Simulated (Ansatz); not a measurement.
## Kick test of a cell of C₄N

It was reached by relaxing an invented guess, and it needn't be the stable form of this composition.

Method: Ansatz, DFT PBE+D3(BJ), scalar-relativistic, plane waves, PAW. Cutoff 420 eV; k points 12×12×12 on the computed 5-atom cell (Γ-centred); Gaussian smearing, width 0.10 eV; no spin polarisation.

The cell below (5 atoms, space group Pm-3m (No. 221)) is relaxed within its symmetry.

```
C N
1.0
     3.28095    0.00000    0.00000
     0.00000    3.28095    0.00000
     0.00000    0.00000    3.28095
C N
4 1
Cartesian
  1.6405 1.6405 1.6405
  0.0000 1.6405 1.6405
  1.6405 0.0000 1.6405
  1.6405 1.6405 0.0000
  0.0000 0.0000 0.0000
```

For the test a repeat of it with 10 atoms (edges 3.28, 3.28, 6.56 Å) was strained at random (σ = 1.5 % a component), the atoms were moved at random (σ = 0.10 Å), and all was relaxed again on a coarse 6×6×4 mesh (in the run’s order of axes) with 0.20 eV smearing, with no symmetry imposed.

An odd number of electrons in the primitive cell allows no gap without spin; a larger cell or a magnetic state could open one. N stands nearly free of neighbours here, and without spin polarisation the energy of such atoms comes out too high.

Q: Is the structure stable against such a distortion?

A: It doesn't return. The energy falls by 3037 meV/atom on that mesh, the volume changes by 5.4 %, and the end has space group P1 (No. 1) at a loose tolerance. Relaxed again on a 12×12×6 mesh with 0.10 eV smearing, the new structure lies 3033 meV/atom below the first (mesh in the axes of the run's cell; the cell below is made exact in the group named). Space group P1 (No. 1), triclinic, a = 3.712 Å, b = 3.728 Å, c = 6.135 Å, α = 91.9°, β = 91.0°, γ = 118.7°. Around C on its first site lie 2 C at 1.45–1.52 Å and 2 C at 1.63–1.65 Å; C on its second site has 3 C at 1.44–1.52 Å; C on its third site has 1 N at 1.47 Å, 1 C at 1.52 Å and 2 C at 1.62–1.63 Å; N on its first site is surrounded by 2 C at 1.27–1.34 Å; 6 more sites not described.

```
C N
1.0
     3.71196    0.00000    0.00000
    -1.78807    3.27083    0.00000
    -0.10496   -0.29417    6.12692
C N
8 2
Direct
  0.28702 0.58320 0.74720
  0.86649 0.34947 0.33468
  0.50364 0.32059 0.65693
  0.18769 0.61395 0.18839
  0.55886 0.01655 0.79329
  0.45850 0.00550 0.31163
  0.13190 0.45622 0.97408
  0.95579 0.56694 0.55911
  0.82188 0.07368 0.94522
  0.22823 0.01391 0.48946
```
